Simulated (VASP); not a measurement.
# SnSe2 (P-3m1) in VASP: a series of runs, part 2 of 2

VASP 6.6.1. Earlier steps stand in the parts before.

**6. Relaxation of cell and atoms, r2SCAN**

Contents of INCAR:

```
SYSTEM = SnSe2
PREC = Accurate
ENCUT = 600
EDIFF = 1E-6
ISMEAR = 0
SIGMA = 0.05
LREAL = .False.
LASPH = .True.
NELM = 80
ALGO = Normal
ISIF = 3
LWAVE = .False.
LCHARG = .False.
METAGGA = R2SCAN
LMIXTAU = .True.
IBRION = 2
NSW = 60
EDIFFG = -0.01
```

Contents of KPOINTS:

```
Automatic mesh
0
Gamma
  8 8 5
  0 0 0
```

Contents of POSCAR:

```
SnSe2
1.0
    3.8110000000      0.0000000000      0.0000000000
   -1.9055000000      3.3004228138      0.0000000000
    0.0000000000      0.0000000000      6.1360000000
Sn Se
1 2
Direct
    0.0000000000      0.0000000000      0.0000000000
    0.6666666667      0.3333333333      0.7510000000
    0.3333333333      0.6666666667      0.2490000000
```

Potentials or basis: VASP PAW PBE potentials, release 64 (Sn_d, Se).

On the command line:

```bash
$ cat potpaw_PBE.64/Sn_d/POTCAR potpaw_PBE.64/Se/POTCAR > POTCAR
$ mpirun -np 1 vasp_std > vasp.out
```

OUTCAR:

```text
SYSTEM = SnSe2
   PREC = Accurate
   ENCUT = 600
   EDIFF = 1E-6
   ISMEAR = 0
   LREAL = .False.
   LASPH = .True.
   NELM = 80
   ISIF = 3
   METAGGA = R2SCAN
   IBRION = 2
   NSW = 60
   EDIFFG = -0.01

 ion  position               nearest neighbor table
   1  0.000  0.000  0.000-   2 2.68   3 2.68   3 2.68   2 2.68   2 2.68   3 2.68
   2  0.667  0.333  0.751-   1 2.68   1 2.68   1 2.68
   3  0.333  0.667  0.249-   1 2.68   1 2.68   1 2.68

  LATTYP: Found a hexagonal cell.
 ALAT       =     3.8110000000
 C/A-ratio  =     1.6100760955

  Lattice vectors:

 A1 = (   3.8110000000,   0.0000000000,   0.0000000000)
 A2 = (  -1.9055000000,   3.3004228138,   0.0000000000)
 A3 = (   0.0000000000,   0.0000000000,   6.1360000000)

Analysis of symmetry for initial positions (statically):
=====================================================================
 Subroutine PRICEL returns:
 Original cell was already a primitive cell.

 Routine SETGRP: Setting up the symmetry group for a
 hexagonal supercell.

 Subroutine GETGRP returns: Found 12 space group operations
 (whereof 12 operations were pure point group operations)
 out of a pool of 24 trial point group operations.

The static configuration has the point symmetry D_3d.

Analysis of symmetry for dynamics (positions and initial velocities):
=====================================================================
 Subroutine PRICEL returns:
 Original cell was already a primitive cell.

 Routine SETGRP: Setting up the symmetry group for a
 hexagonal supercell.

 Subroutine GETGRP returns: Found 12 space group operations
 (whereof 12 operations were pure point group operations)
 out of a pool of 24 trial point group operations.

The dynamic configuration has the point symmetry D_3d.

 Subroutine INISYM returns: Found 12 space group operations
 (whereof 12 operations are pure point group operations),
 and found     1 'primitive' translations

----------------------------------------------------------------------------------------

                                     Primitive cell

  volume of cell :      77.1781

  direct lattice vectors                    reciprocal lattice vectors
     3.811000000  0.000000000  0.000000000     0.262398321  0.151495741  0.000000000
    -1.905500000  3.300422814  0.000000000     0.000000000  0.302991482  0.000000000
     0.000000000  0.000000000  6.136000000     0.000000000  0.000000000  0.162972621

  length of vectors
     3.811000000  3.811000000  6.136000000     0.302991482  0.302991482  0.162972621

  position of ions in fractional coordinates (direct lattice)
     0.000000000  0.000000000  0.000000000
     0.666666667  0.333333333  0.751000000
     0.333333333  0.666666667  0.249000000

  ion indices of the primitive-cell ions
   primitive index   ion index
                 1           1
                 2           2
                 3           3

----------------------------------------------------------------------------------------

 KPOINTS: Automatic mesh

Automatic generation of k-mesh.
 Grid dimensions read from file:
 generate k-points for:    8    8    5

 Generating k-lattice:

  Cartesian coordinates                     Fractional coordinates (reciprocal lattice)
     0.032799790  0.018936968  0.000000000     0.125000000  0.000000000  0.000000000
     0.000000000  0.037873935  0.000000000     0.000000000  0.125000000  0.000000000
     0.000000000  0.000000000  0.032594524     0.000000000  0.000000000  0.200000000

  Length of vectors
     0.037873935  0.037873935  0.032594524

  Shift w.r.t. Gamma in fractional coordinates (k-lattice)
     0.000000000  0.000000000  0.000000000

 Subroutine IBZKPT returns following result:
 ===========================================

 Found     40 irreducible k-points:

 Following reciprocal coordinates:
            Coordinates               Weight
  0.000000  0.000000  0.000000      1.000000
  0.125000  0.000000  0.000000      6.000000
  0.250000  0.000000  0.000000      6.000000
  0.375000  0.000000  0.000000      6.000000
  0.500000  0.000000  0.000000      3.000000
  0.125000  0.125000  0.000000      6.000000
[... 16 lines left out ...]
 -0.125000  0.500000  0.200000     12.000000
  0.250000  0.250000  0.200000     12.000000
 [... further k-points ...]
   k-points           NKPTS =     40   k-points in BZ     NKDIM =     40   number of bands    NBANDS=     17
   number of dos      NEDOS =    301   number of ions     NIONS =      3
   total plane-waves  NPLWV =  45000
   dimension x,y,z NGX =    30 NGY =   30 NGZ =   50
   dimension x,y,z NGXF=    60 NGYF=   60 NGZF=  100
   ions per type =               1   2
   NGX,Y,Z   is equivalent  to a cutoff of  13.09, 13.09, 13.55 a.u.
   NGXF,Y,Z  is equivalent  to a cutoff of  26.17, 26.17, 27.09 a.u.
 SYSTEM =  SnSe2
   PREC   = accura    normal or accurate (medium, high low for compatibility)
   ISTART =      0    job   : 0-new  1-cont  2-samecut
   ICHARG =      2    charge: 1-file 2-atom 10-const
   ISPIN  =      1    spin polarized calculation?
   LNONCOLLINEAR =      F non collinear calculations
   LSORBIT =      F    spin-orbit coupling
   LASPH  =      T    aspherical Exc in radial PAW
   ENCUT  =  600.0 eV  44.10 Ry    6.64 a.u.   7.61  7.61 12.26*2*pi/ulx,y,z
   NELM   =     80;   NELMIN=  2; NELMDL= -5     # of ELM steps
   EDIFF  = 0.1E-05   stopping-criterion for ELM
   LREAL  =      F    real-space projection
   EDIFFG = -.1E-01   stopping-criterion for IOM
   NSW    =     60    number of steps for IOM
   IBRION =      2    ionic relax: 0-MD 1-quasi-New 2-CG
   NFREE  =      1    steps in history (QN), initial steepest desc. (CG)
   ISIF   =      3    stress and relaxation
   ISYM   =      2    0-nonsym 1-usesym 2-fastsym
   POTIM  = 0.5000    time-step for ionic-motion
   TEBEG  =    0.0;   TEEND  =   0.0 temperature during run
   PSTRESS=    0.0 pullay stress
   NELECT =      26.0000    total number of electrons
   NUPDOWN=      -1.0000    fix difference up-down
   EMIN   =  10.00;   EMAX   =-10.00  energy-range for DOS
   EFERMI =   0.00;   METHOD = LEGACY
   ISMEAR =     0;   SIGMA  =   0.05  broadening in eV -4-tet -1-fermi 0-gaus
   EFERMI_NEDOS =   21; number of points for ismear=-14 and -15
   IALGO  =     38    algorithm
   IMIX   =      4    mixing-type and parameters
     AMIX     =   0.40;   BMIX     =  1.00
     AMIX_MAG =   1.60;   BMIX_MAG =  1.00
  volume/ion in A,a.u.               =      25.73       173.61
  Fermi-wavevector in a.u.,A,eV,Ry     =   1.139116  2.152617 17.654722  1.297585
  Thomas-Fermi vector in A             =   2.275820
   LORBIT       =      0    0 simple, 1 ext, 2 COOP (PROOUT), +10 PAW based schemes
   METAGGA = R2SCAN    functional components
   LHFCALC =     F    Hartree Fock is set to
   AEXX    =    0.0000 exact exchange contribution
   IVDW    =     0    specifies the selected vdW correction
   LEPSILON=     F    determine dielectric tensor
   LRPA    =     F    only Hartree local field effects (RPA)
 conjugate gradient relaxation of ions
 non-spin polarized calculation
 Gauss-broadening in eV      SIGMA  =   0.05
  energy-cutoff  :      600.00
  volume of cell :       77.18
 maximum number of plane-waves:      2605
   NGX = 15   NGY = 15   NGZ = 25

--------------------------------------- Ionic step        1  -------------------------------------------

 number of electron      25.9999991 magnetization

 Free energy of the ion-electron system (eV)
  ---------------------------------------------------
  ext. energy  EPLUGINS =         0.00000000
  ---------------------------------------------------
  free energy    TOTEN  =       -54.58618117 eV

  energy without entropy =      -54.58618117  energy(sigma->0) =      -54.58618117

 E-fermi :   4.1668     XC(G=0): -10.0062

 val. band max:        3.8806719661   @ k =   0.1250   0.0000   0.0000
 cond. band min:       4.9773629851   @ k =   0.5000   0.0000   0.4000
 fundamental gap:      1.0966910191
 Fermi energy:         4.1667924115

 k-point     1 :       0.0000    0.0000    0.0000
  band No.  band energies     occupation
      1     -18.0451      2.00000
      2     -18.0450      2.00000
      3     -17.9845      2.00000
      4     -17.9726      2.00000
      5     -17.9726      2.00000
      6     -10.6303      2.00000
[... 575 lines left out ...]
  FREE ENERGIE OF THE ION-ELECTRON SYSTEM (eV)
  ---------------------------------------------------
  free  energy   TOTEN  =       -54.6312225104 eV

  energy  without entropy=      -54.6312225104  energy(sigma->0) =      -54.63122251

[... ionic steps 4 to 8 ...]

--------------------------------------- Ionic step        9  -------------------------------------------

 number of electron      25.9999988 magnetization

------------------------ aborting loop because EDIFF is reached ----------------------------------------
[... 69 lines left out ...]
--------------------------------------- Ionic step       11  -------------------------------------------

 number of electron      25.9999988 magnetization

 Free energy of the ion-electron system (eV)
  ---------------------------------------------------
  ext. energy  EPLUGINS =         0.00000000
  ---------------------------------------------------
  free energy    TOTEN  =       -54.63896567 eV

  energy without entropy =      -54.63896567  energy(sigma->0) =      -54.63896567

 E-fermi :   3.2189     XC(G=0):  -9.5706

 val. band max:        2.9963368320   @ k =   0.1250   0.0000   0.2000
 cond. band min:       4.0131985928   @ k =   0.5000   0.0000   0.4000
 fundamental gap:      1.0168617607
 Fermi energy:         3.2189328806

 k-point     1 :       0.0000    0.0000    0.0000
  band No.  band energies     occupation
      1     -18.8067      2.00000
      2     -18.8067      2.00000
      3     -18.7522      2.00000
      4     -18.7451      2.00000
      5     -18.7451      2.00000
      6     -11.0779      2.00000
[... 501 lines left out ...]
  FREE ENERGIE OF THE ION-ELECTRON SYSTEM (eV)
  ---------------------------------------------------
  free  energy   TOTEN  =       -54.6389656724 eV

  energy  without entropy=      -54.6389656724  energy(sigma->0) =      -54.63896567

 reached required accuracy - stopping structural energy minimisation
```

CONTCAR:

```text
SnSe2
   1.00000000000000
     3.8428513967792370   -0.0000000000000001    0.0000000000000000
    -1.9214256983896185    3.3280069325562880    0.0000000000000002
    -0.0000000000000001    0.0000000000000004    6.5353323494778524
  Sn              Se
     1     2
Direct
     0.0000000000000000    0.0000000000000000    0.0000000000000000
     0.6666666667000030    0.3333333332999970    0.7591666167097634
     0.3333333332999970    0.6666666667000030    0.2408333832902365

  0.00000000E+00  0.00000000E+00  0.00000000E+00
  0.00000000E+00  0.00000000E+00  0.00000000E+00
  0.00000000E+00  0.00000000E+00  0.00000000E+00
```

It took 20 min on 1 thread of AMD EPYC 9R45 (Zen 5), shared host; peak memory 0.24 GiB.

What came out:

```
Free energy                            : -54.6390 eV
Relaxed volume                         : 27.86 Å³/atom
Relaxed cell                           : a = 3.843 Å, b = 3.843 Å, c = 6.535 Å, α = 90.00°, β = 90.00°, γ = 120.00°
Space group after relaxing (to 0.05 Å) : P-3m1 (No. 164)
Energy gained by relaxing              : 17.6 meV/atom
Ionic steps                            : 11
Pressure after relaxing                : 0.0 GPa
Largest force after relaxing           : 0.004 eV/Å
Band gap on the k mesh                 : 1.02 eV, indirect (least direct gap 1.49 eV)
```

Forces on the atoms (eV/Å):
```
Sn   0.000  0.000  0.000
Se   0.000  0.000 -0.004
Se   0.000  0.000  0.004
```

The path:
```csv
step,energy change (eV),largest force (eV/Å),pressure (GPa),volume (Å³)
1,0.0000,0.5327,3.66,77.18
2,-0.0068,0.5178,-2.86,83.92
3,-0.0450,0.0466,-0.04,80.56
4,-0.0450,0.0360,0.03,80.49
5,-0.0464,0.0564,0.07,80.52
6,-0.0475,0.0991,0.16,80.58
7,-0.0486,0.0933,0.10,80.89
8,-0.0511,0.0759,-0.05,81.83
9,-0.0525,0.0428,-0.27,83.71
10,-0.0505,0.1382,0.69,83.22
11,-0.0528,0.0044,-0.02,83.58
```

Final structure:
```yaml
crystal:
  lattice:
    - [3.84285, 0.00000, 0.00000]
    - [-1.92143, 3.32801, 0.00000]
    - [0.00000, 0.00000, 6.53533]
  atoms:
    - { symbol: Sn, position: [0.00000, 0.00000, 0.00000] }
    - { symbol: Se, position: [0.66667, 0.33333, 0.75917] }
    - { symbol: Se, position: [0.33333, 0.66667, 0.24083] }
```

Caveat: the PAW data sets were made with another functional, which shifts forces and pressure a little; spin-orbit coupling is left out, which moves the levels of the heavy elements; an odd mesh through Γ misses points on the zone boundary, where band edges often lie.

**7. The reference run**

An earlier run on the cell as given: functional PBEsol; potentials or basis VASP PAW PBE potentials, release 64 (Sn_d, Se); cutoff 520 eV; k mesh 8 × 8 × 5; occupations fermi-dirac, width 0.05 eV; no spin polarisation.

* Pressure: 2.6 GPa
* Largest force: 0.622 eV/Å
* Band gap on the k mesh: 0.73 eV, indirect (least direct gap 1.00 eV)
